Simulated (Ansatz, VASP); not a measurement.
## InP in two plane-wave programs

Aim: how closely do two programs agree when they are given the same cell, functional and k mesh?

Method: plane waves, with VASP 6.6.1 beside it; band structure at LDA, band structure at r2SCAN and band structure at BLYP, in Ansatz 0.2.0.

## Step 1: The starting structure

It takes space group F-43m (No. 216, cubic). Conventional cell: a = 5.869 Å, b = 5.869 Å, c = 5.869 Å, α = 90.00°, β = 90.00°, γ = 90.00°. Nearest to In lie 4 P at 2.54 Å. Nearest to P lie 4 In at 2.54 Å. Farther neighbours are not listed.

## Step 2: VASP: band structure, LDA

The same path points are solved in both programs, so levels can be compared one by one.

Lines of VASP's logs that name or quote its potential files are left out, and so is its time.

The input, INCAR:

```
SYSTEM = InP
PREC = Accurate
ENCUT = 400
EDIFF = 1E-06
NELM = 100
ISMEAR = 0
SIGMA = 0.02
LREAL = .FALSE.
ALGO = Normal
GGA = CA
NBANDS = 21
LORBIT = 11
LWAVE = .FALSE.
LCHARG = .FALSE.
KPAR = 4
```

The input, POSCAR:

```
InP
1.0
    0.0000000000      2.9343500000      2.9343500000
    2.9343500000      0.0000000000      2.9343500000
    2.9343500000      2.9343500000      0.0000000000
In P
1 1
Direct
    0.0000000000      0.0000000000      0.0000000000
    0.2500000000      0.2500000000      0.2500000000
```

The input, KPOINTS:

```
Automatic mesh
0
Gamma
4 4 4
0 0 0
```

The input, KPOINTS_OPT:

```
Line mode
16
Line-mode
Reciprocal
  0.00000000   0.00000000   0.00000000 GAMMA
  0.50000000   0.00000000   0.50000000 X

  0.50000000   0.00000000   0.50000000 X
  0.50000000   0.25000000   0.75000000 W

  0.50000000   0.25000000   0.75000000 W
  0.37500000   0.37500000   0.75000000 K

  0.37500000   0.37500000   0.75000000 K
  0.00000000   0.00000000   0.00000000 GAMMA

  0.00000000   0.00000000   0.00000000 GAMMA
  0.50000000   0.50000000   0.50000000 L

  0.50000000   0.50000000   0.50000000 L
  0.62500000   0.25000000   0.62500000 U

  0.62500000   0.25000000   0.62500000 U
  0.50000000   0.25000000   0.75000000 W

  0.50000000   0.25000000   0.75000000 W
  0.50000000   0.50000000   0.50000000 L

  0.50000000   0.50000000   0.50000000 L
  0.37500000   0.37500000   0.75000000 K

  0.62500000   0.25000000   0.62500000 U
  0.50000000   0.00000000   0.50000000 X
```

The projector-augmented-wave data sets are In_d and P (PBE family, release 64).

Started as:

```bash
$ mpirun -np 4 vasp_std
```

Numbers of over 12 decimals in the logs are rounded to 6 here.

The log of the run:

```text
[banner, memory and clock lines left out]
running    4 mpi-ranks, on    1 nodes
 distrk:  each k-point on    1 cores,    4 groups
 distr:  one band on    1 cores,    1 groups

 POSCAR found type information on POSCAR InP
 POSCAR found :  2 types and       2 ions
|                                                                             |
|               ----> ADVICE to this user running VASP <----                  |
|                                                                             |
|     You enforced a specific xc type in the INCAR file but a different       |
|     [... a line on the potential file left out ...]
|     I HOPE YOU KNOW WHAT YOU ARE DOING!                                     |
|                                                                             |

 LDA part: xc-table for (Slater(with rela. corr.)+CA(PZ))
 , standard interpolation
 POSCAR, INCAR and KPOINTS ok, starting setup
 FFT: planning ... GRIDC
 FFT: planning ... GRID_SOFT
 FFT: planning ... GRID
 WAVECAR not read
 entering main loop
       N       E                     dE             d eps       ncg     rms          rms(c)
DAV:   1     0.117276944015E+03    0.11728E+03   -0.64423E+03   341   0.765E+02
DAV:   2    -0.685478071578E+00   -0.11796E+03   -0.11043E+03   351   0.235E+02
DAV:   3    -0.984525295558E+01   -0.91598E+01   -0.90711E+01   404   0.673E+01
DAV:   4    -0.100802709739E+02   -0.23502E+00   -0.23479E+00   386   0.105E+01
DAV:   5    -0.100923329776E+02   -0.12062E-01   -0.12061E-01   497   0.223E+00    0.543E+00
DAV:   6    -0.964330544143E+01    0.44903E+00   -0.47145E-01   521   0.120E+01    0.289E+00
DAV:   7    -0.959957177610E+01    0.43734E-01   -0.10542E-01   502   0.270E+00    0.943E-01
DAV:   8    -0.959401558172E+01    0.55562E-02   -0.14464E-02   441   0.986E-01    0.414E-01
DAV:   9    -0.959386028872E+01    0.15529E-03   -0.11387E-03   442   0.258E-01    0.194E-01
DAV:  10    -0.959389726573E+01   -0.36977E-04   -0.13507E-04   497   0.116E-01    0.973E-02
DAV:  11    -0.959390123212E+01   -0.39664E-05   -0.23287E-05   447   0.709E-02    0.618E-02
DAV:  12    -0.959389978674E+01    0.14454E-05   -0.25143E-06   381   0.922E-03    0.107E-02
DAV:  13    -0.959389978376E+01    0.29800E-08   -0.36175E-07   253   0.272E-03
   1 F= -.95938998E+01 E0= -.95938998E+01  d E =-.164982E-46
 Start KPOINTS_OPT (optional k-point list driver)
k-point batch [1-8\160]
       N       E                     dE             ncg
DAV:   1     0.420890328562E+03   -0.13189E+03      349
DAV:   2    -0.557650606958E+03   -0.97854E+03      361
DAV:   3    -0.635945834086E+03   -0.78295E+02      371
DAV:   4    -0.638213611379E+03   -0.22678E+01      411
DAV:   5    -0.638322487897E+03   -0.10888E+00      492
DAV:   6    -0.638324933010E+03   -0.24451E-02      443
DAV:   7    -0.638324976480E+03   -0.43470E-04      482
DAV:   8    -0.638324977211E+03   -0.73117E-06      387
[...]
k-point batch [153-160\160]
       N       E                     dE             ncg
DAV:   1     0.277780257975E+03   -0.41282E+04      341
DAV:   2    -0.653656141390E+03   -0.93144E+03      372
DAV:   3    -0.730995822396E+03   -0.77340E+02      438
DAV:   4    -0.733057815727E+03   -0.20620E+01      407
DAV:   5    -0.733163920148E+03   -0.10610E+00      489
DAV:   6    -0.733165986932E+03   -0.20668E-02      436
DAV:   7    -0.733166038541E+03   -0.51609E-04      484
DAV:   8    -0.733166039346E+03   -0.80525E-06      375
```

From OUTCAR (step 2):

```text
ion  position               nearest neighbor table
   1  0.000  0.000  0.000-   2 2.54   2 2.54   2 2.54   2 2.54
   2  0.250  0.250  0.250-   1 2.54   1 2.54   1 2.54   1 2.54

  LATTYP: Found a face centered cubic cell.
 ALAT       =     5.8687000000

 Subroutine GETGRP returns: Found 24 space group operations
 (whereof 24 operations were pure point group operations)

The static configuration has the point symmetry T_d .

 Found      8 irreducible k-points:

   k-points           NKPTS =      8   k-points in BZ     NKDIM =      8   number of bands    NBANDS=     21

   dimension x,y,z NGX =    28 NGY =   28 NGZ =   28
   dimension x,y,z NGXF=    56 NGYF=   56 NGZF=   56

   ENCUT  =  400.0 eV  29.40 Ry    5.42 a.u.   6.77  6.77  6.77*2*pi/ulx,y,z

   NELECT =      18.0000    total number of electrons

 k-points in reciprocal lattice and weights: Automatic mesh
   0.00000000  0.00000000  0.00000000       0.016
   0.25000000  0.00000000  0.00000000       0.125
   0.50000000  0.00000000  0.00000000       0.062
   0.25000000  0.25000000  0.00000000       0.094
   0.50000000  0.25000000  0.00000000       0.375
  -0.25000000  0.25000000  0.00000000       0.188
   0.50000000  0.50000000  0.00000000       0.047
  -0.25000000  0.50000000  0.25000000       0.094

 average (electrostatic) potential at core
       1 -95.5552       2 -82.6542

 E-fermi :   5.1626

 k-point     1 :       0.0000    0.0000    0.0000
  band No.  band energies     occupation
    ...
      5      -9.0799      2.00000
      6      -6.5727      2.00000
      7       4.9624      2.00000
      8       4.9624      2.00000
      9       4.9624      2.00000
     10       5.4312      0.00000
     11       8.8985      0.00000
     12       8.8985      0.00000
     13       8.8985      0.00000
     14      13.1755      0.00000
    ...

 k-point     2 :       0.2500    0.0000    0.0000
  band No.  band energies     occupation
    ...
      5      -9.0772      2.00000
      6      -5.8905      2.00000
      7       1.4326      2.00000
      8       4.3891      2.00000
      9       4.3891      2.00000
     10       6.5512      0.00000
     11       9.6124      0.00000
     12       9.6124      0.00000
     13      10.1062      0.00000
     14      13.4817      0.00000
    ...

 k-point     3 :       0.5000    0.0000    0.0000
  band No.  band energies     occupation
    ...
      5      -9.0661      2.00000
      6      -4.8200      2.00000
      7      -0.8845      2.00000
      8       3.9678      2.00000
      9       3.9678      2.00000
     10       6.2511      0.00000
     11       9.6406      0.00000
     12       9.6406      0.00000
     13      11.8183      0.00000
     14      14.1529      0.00000
    ...

  Total       -0.3421521     -0.3421521     -0.3421521      0.0000000      0.0000000      0.0000000
  in kB      -10.8483588    -10.8483588    -10.8483588      0.0000000      0.0000000      0.0000000
  external PRESSURE =     -10.8483588 kB  Pullay stress =       0.0000000 kB

  energy-cutoff  :      400.00
  volume of cell :       50.53
      direct lattice vectors                 reciprocal lattice vectors
     0.000000000  2.934350000  2.934350000    -0.170395488  0.170395488  0.170395488
     2.934350000  0.000000000  2.934350000     0.170395488 -0.170395488  0.170395488
     2.934350000  2.934350000  0.000000000     0.170395488  0.170395488 -0.170395488

 POSITION                                       TOTAL-FORCE (eV/Angst)
 -----------------------------------------------------------------------------------
      0.00000      0.00000      0.00000         0.000000      0.000000      0.000000
      1.46717      1.46717      1.46717        -0.000000     -0.000000     -0.000000
 -----------------------------------------------------------------------------------
    total drift:                                0.000000      0.000000     -0.000000

  FREE ENERGIE OF THE ION-ELECTRON SYSTEM (eV)
  ---------------------------------------------------
  free  energy   TOTEN  =        -9.5938997838 eV

  energy  without entropy=       -9.5938997838  energy(sigma->0) =       -9.59389978

 total charge
# of ion       s       p       d       tot
------------------------------------------
    1        0.827   0.788   9.905  11.521
    2        1.015   1.487   0.000   2.502
--------------------------------------------------
tot          1.842   2.275   9.905  14.022

[... 3 further parts left out ...]
```

Spin-orbit coupling is off here; with elements this heavy it splits and shifts levels by tenths of an eV or more.

## Step 3: Ansatz: band structure, LDA

Ansatz runs on its default PAW (the set named soft_2) files.

The same cell, functional (in two slightly different forms), mesh and smearing now go to Ansatz, which takes its cutoff from its data sets.

The input, input.yaml:

```yaml
crystal:
  lattice:
    - [0.0, 2.93435, 2.93435]
    - [2.93435, 0.0, 2.93435]
    - [2.93435, 2.93435, 0.0]
  atoms:
    - { symbol: In, position: [0.0, 0.0, 0.0] }
    - { symbol: P, position: [0.25, 0.25, 0.25] }
hamiltonian:
  xc: lda
  pseudopotentials: { kind: paw }
kpoints:
  mp_grid: { grid: [4, 4, 4] }
  band_path:
    path:
      - [0.0, 0.0, 0.0]
      - [0.16667, 0.0, 0.16667]
      - [0.33333, 0.0, 0.33333]
      - [0.5, 0.0, 0.5]
      - [0.5, 0.08333, 0.58333]
      - [0.5, 0.18333, 0.68333]
      - [0.5, 0.25, 0.75]
      - [0.45, 0.3, 0.75]
      - [0.40833, 0.34167, 0.75]
      - [0.35, 0.35, 0.7]
      - [0.225, 0.225, 0.45]
      - [0.075, 0.075, 0.15]
      - [0.03333, 0.03333, 0.03333]
      - [0.23333, 0.23333, 0.23333]
      - [0.4, 0.4, 0.4]
      - [0.51667, 0.46667, 0.51667]
      - [0.55833, 0.38333, 0.55833]
      - [0.60833, 0.28333, 0.60833]
      - [0.60833, 0.25, 0.64167]
      - [0.55833, 0.25, 0.69167]
      - [0.51667, 0.25, 0.73333]
      - [0.5, 0.3, 0.7]
      - [0.5, 0.38333, 0.61667]
      - [0.5, 0.48333, 0.51667]
      - [0.475, 0.475, 0.55]
      - [0.425, 0.425, 0.65]
      - [0.38333, 0.38333, 0.73333]
      - [0.59167, 0.18333, 0.59167]
      - [0.55, 0.1, 0.55]
      - [0.5, 0.0, 0.5]
    npoints: 1
scf:
  occupations: { method: gaussian, width: 0.02 }
  n_extra_bands: 7
output:
  forces: true
  stress: true
  eigenvalues: true
  write_density: true
  write_potential: true
  elf: true
  volumetric_format: npy
```

Started as:

```bash
$ ansatz run input.yaml --threads 2 --pin off --max-ram 4608MiB --backend cpu --events-out ev --progress --plain --runs-dir out
```

The log of the run:

```text
scf.n_extra_bands = 7 over 9 filled bands (N_el = 18.0): the run solves 16 bands
Engine: ansatz 0.2.0, aarch64-unknown-linux-gnu
Pseudopotentials: kind: paw
Pseudopotential: In, paw, valence charge 13, recommended cutoff 420 eV (normal), In.paw.azcp
Pseudopotential: P, paw, valence charge 5, recommended cutoff 420 eV (normal), P.paw.azcp
Functional definition: SPW92
  exchange = slater_x
  correlation = pw_c
Crystal: 2 atoms, lattice volume = 50.532 Å³
Basis set: ecut = 420 eV, 965 PW (Γ)
Bands: 16, of which v1, the nominal top of the filled ones, is band 9 counted from 1 (8 counted from 0)
Symmetry: 24 space group operations
Space group: F-43m (ITA 216), of the structure as read, at distance tolerance 3.7e-5 Å
k-points: 8 of 64 (time reversal used)
Non-local potential: In, projectors of the file, l = 0: 2, l = 1: 2, l = 2: 2, l = 3: 2
Non-local potential: P, projectors of the file, l = 0: 2, l = 1: 2, l = 2: 2
PAW form: soft (Blöchl's): semilocal exchange-correlation on the pseudo side does not see the compensation charge
PAW frozen core: In, regenerated for the run's functional, and the local potential with it (the file was generated under x = pbe(κ = 0.804, μ = 0.219515), c = pbe(β = 0.066725))
PAW frozen core: P, regenerated for the run's functional, and the local potential with it (the file was generated under x = pbe(κ = 0.804, μ = 0.219515), c = pbe(β = 0.066725))
PAW one-centre angular grid: In, 590 points (default); XC on 64 Gauss nodes
PAW one-centre angular grid: P, 110 points (default); XC on 64 Gauss nodes
Initial density: superposition of atomic densities (neutral atoms: chi_scale 0, normalization atom), corrected by the library's trained network
Initial wavefunctions: pseudopotential atomic-orbital guess
Functional: x = slater, c = lda
SCF iter   1: F=—  HF=-6183.433389 eV  |F-HF|=—  |Δ(HF+E_count)|=         —  Δρ=6.29e-3  dr2=1.79e-2  ethr=1.77e-3  ⟨swp⟩=6.9  Hψ=853  notcnv=0
preconditioner: auto → none  [insulator: Δε(μ)=0.397 eV  Ē_g=16.844 eV  σ=0.020 eV  W_gap=1.00  n_scr=14 (ndim 8)  ℏωp=22.2 eV  f_vac=0.021  D(μ)=0.00/eV (n_scr^D=0)  ε∞_Penn≈2.7]
SCF iter   2: F=—  HF=-6183.425499 eV  |F-HF|=—  |Δ(HF+E_count)|=   7.89e-3  Δρ=2.66e-3  dr2=1.99e-3  ethr=9.92e-5  ⟨swp⟩=3.1  Hψ=271  notcnv=0  defer=22
SCF iter   3: F=—  HF=-6183.424935 eV  |F-HF|=—  |Δ(HF+E_count)|=   5.64e-4  Δρ=7.29e-4  dr2=4.18e-4  ethr=1.10e-5  ⟨swp⟩=2.0  Hψ=212  notcnv=0  defer=22
SCF iter   4: F=—  HF=-6183.424792 eV  |F-HF|=—  |Δ(HF+E_count)|=   1.43e-4  Δρ=2.36e-4  dr2=1.65e-5  ethr=2.32e-6  ⟨swp⟩=2.9  Hψ=220  notcnv=0  defer=22
SCF iter   5: F=—  HF=-6183.424790 eV  |F-HF|=—  |Δ(HF+E_count)|=   2.51e-6  Δρ=5.47e-5  dr2=1.19e-6  ethr=9.15e-8  ⟨swp⟩=2.0  Hψ=178  notcnv=0  defer=22
SCF iter   6: F=-6183.424789 eV  HF=-6183.424789 eV  |F-HF|=4.04e-8  |Δ(HF+E_count)|=   4.56e-7  Δρ=1.20e-5  dr2=4.53e-8  ethr=5.56e-10  ⟨swp⟩=14.5  Hψ=1093  notcnv=0
SCF 1 converged in 6 iterations: F = -6183.424789 eV  dr2 = 4.53e-8
  greatest PAW one-centre occupation: 0.982 electrons in one spin orbital (limit 2), on the In atom at site 0 (counted from 0), in its partial waves of l = 2
NSCF: frozen V_eff on 30 k-points
SCF converged after 6 iterations
Free energy (F): -6183.424789 eV
Harris-Foulkes:  -6183.424789 eV  (|F-HF|=4.04e-8)
Internal energy: -6183.424789 eV  (E = F + TS)
E sigma→0 (E₀):  -6183.424789 eV
Fermi energy:    6.959776 eV
--- Per-component energies (eV) ---
  E_band       = -57.329960
  E_kinetic    = 314.681549
  E_local      = -1405.706201  (includes V_loc(G=0)·N_el)
  E_nonlocal   = 405.735893
  E_hartree    = 551.407100
  E_xc         = -274.257182
  E_vxc        = -161.467693  (∫ρ·V_xc dr)
  E_paw        = -4556.581204  (= ΣΔE_a)
  E_vpaw       = -313.380139  (= ΣTr[D̂ρ^β])
  E_aug_tail   = 0.000029  (compensation charges beyond the density's cutoff)
  E_ewald      = -1219.106662
  E_core_change = 0.401888  (= ΣΔE_core)
  E_smearing   = -0.000000  (= −TS)
  E_closure    = 0.000000  (closes the sum)
  Σ components = -6183.424789   (vs F -6183.424789, Δ=0.00e0)
--- Forces (eV/Å), atoms counted from 1 ---
  atom   1  In     0.00000000    -0.00000000     0.00000000
  atom   2  P     -0.00000000     0.00000000    -0.00000000
  max |Σ_I F_I| component: 1.48e-16 eV/Å
--- Stress (GPa, compression-positive) ---
       -1.292364      -0.000000      -0.000000
        0.000000      -1.292364       0.000000
       -0.000000       0.000000      -1.292364
  P = ⅓ Tr σ = -1.2924 GPa (-12.924 kbar)
--- Band table (eV; the first three rows and the last of 8) ---
  k-point 0: bands = [... 5 lower, -4.7995, 6.7396, 6.7396, 6.7396, 7.1789, 10.6615, 10.6615, 10.6615, ... 3 higher]
  k-point 1: bands = [... 5 lower, -4.1196, 3.2048, 6.1682, 6.1682, 8.3096, 11.3732, 11.3732, 11.8698, ... 3 higher]
  k-point 2: bands = [... 5 lower, -3.0543, 0.8947, 5.7483, 5.7483, 8.0086, 11.4032, 11.4032, 13.6017, ... 3 higher]
  k-point 7: bands = [... 5 lower, -2.3011, 0.9986, 3.7342, 3.7620, 10.8923, 10.9744, 12.0961, 12.7536, ... 3 higher]
```

The job ended after 2.1 s (2 threads of Arm Neoverse N1, shared host; peak memory 0.26 GiB; 3.6 s of CPU time).

## Step 4: Comparison

Known differences besides the potentials themselves: the two LDA forms differ slightly; the cutoff is 420 eV in Ansatz and 400 eV in VASP; Ansatz makes its cores anew for this functional, VASP keeps those of its PBE data sets; VASP's log shows a relativistic correction to its local exchange, Ansatz's none. Total energies have different zeros and are not compared.

Both answers:

```
                     quantity  Ansatz   VASP  difference
               pressure (GPa)   -1.29  -1.08       -0.21
gap over the path points (eV)   0.439  0.469      -0.030
```

Levels at points of the path, from each program's valence-band top (eV; 3 filled, then empty):

```
k (reciprocal lattice)                            Ansatz                              VASP
     0.000 0.000 0.000     0.00 0.00 0.00 0.44 3.92 3.92     0.00 0.00 0.00 0.47 3.94 3.94
     0.167 0.000 0.167  -2.25 -0.84 -0.84 2.48 2.92 5.13  -2.24 -0.84 -0.84 2.50 2.93 5.15
     0.333 0.000 0.333  -4.56 -1.93 -1.93 1.85 2.67 7.42  -4.55 -1.94 -1.94 1.85 2.69 7.45
     0.500 0.000 0.500  -5.89 -2.36 -2.36 1.57 2.09 8.95  -5.88 -2.37 -2.37 1.56 2.10 8.97
     0.500 0.083 0.583  -5.85 -2.54 -2.54 2.02 2.49 8.16  -5.85 -2.55 -2.54 2.01 2.51 8.19
     0.500 0.183 0.683  -5.77 -2.91 -2.89 3.37 3.68 6.27  -5.76 -2.92 -2.90 3.38 3.70 6.28
     0.500 0.250 0.750  -5.74 -3.00 -2.98 4.15 4.24 5.36  -5.74 -3.02 -2.99 4.16 4.26 5.37
     0.450 0.300 0.750  -5.74 -3.23 -2.55 3.25 4.28 5.96  -5.73 -3.24 -2.56 3.25 4.30 5.97
     0.408 0.342 0.750  -5.74 -3.34 -2.12 2.42 4.25 6.82  -5.74 -3.35 -2.13 2.43 4.27 6.84
     0.350 0.350 0.700  -5.67 -3.46 -1.81 2.32 4.75 6.92  -5.67 -3.47 -1.82 2.33 4.76 6.95
```

Among the levels compared at these points, filled levels agree within 12 meV and empty ones within 32 meV.

## Step 5: Ansatz: band structure, r2SCAN

The same path points are solved in both programs, so levels can be compared one by one.

input.yaml, as its differences from that of step 3:

```diff
@@ -9,3 +9,3 @@
 hamiltonian:
-  xc: lda
+  xc: r2scan
   pseudopotentials: { kind: paw }
@@ -53,5 +53 @@
   eigenvalues: true
-  write_density: true
-  write_potential: true
-  elf: true
-  volumetric_format: npy
```

The log of the run:

```text
[...]
Crystal: 2 atoms, lattice volume = 50.532 Å³
Basis set: ecut = 500 eV, 1243 PW (Γ), exchange–correlation on 128×128×128 points (64 copies of the dense FFT grid, shifted against one another)
Bands: 16, of which v1, the nominal top of the filled ones, is band 9 counted from 1 (8 counted from 0)
Symmetry: 24 space group operations
[...]
k-points: 8 of 64 (time reversal used)
[...]
k-point 0: bands = [... 5 lower, -5.1673, 6.8054, 6.8054, 6.8054, 7.9365, 11.2090, 11.2090, 11.2090, ... 3 higher]
  k-point 1: bands = [... 5 lower, -4.4608, 3.3166, 6.2302, 6.2302, 8.9512, 11.9296, 11.9296, 12.5323, ... 3 higher]
  k-point 2: bands = [... 5 lower, -3.3759, 0.9301, 5.7993, 5.7993, 8.6363, 11.9261, 11.9261, 14.3215, ... 3 higher]
  k-point 7: bands = [... 5 lower, -2.6188, 1.0910, 3.7515, 3.8089, 11.3582, 11.5653, 12.8069, 13.3598, ... 3 higher]
[key lines of the parts left out:]
SCF converged after 6 iterations
Free energy (F): -6371.634656 eV
Fermi energy:    7.371139 eV
P = ⅓ Tr σ = 1.5849 GPa (15.849 kbar)
```

Elapsed: 4.7 s, on 2 threads; peak memory 0.41 GiB.

(Continued in part 2 of 2.)

[Lines on the potential files, build, host, timing and source positions are cut from VASP's logs without a mark.]

[Logs are printed without paths, hosts, clocks, repeated set-up lines and the standing remarks that a program may print on its own settings, such as how far it seeks lower states.]

[Hosts, paths, dates, database ids (printed as entryN), source tags and the programs' standing remarks are cut or masked in the printed files.]
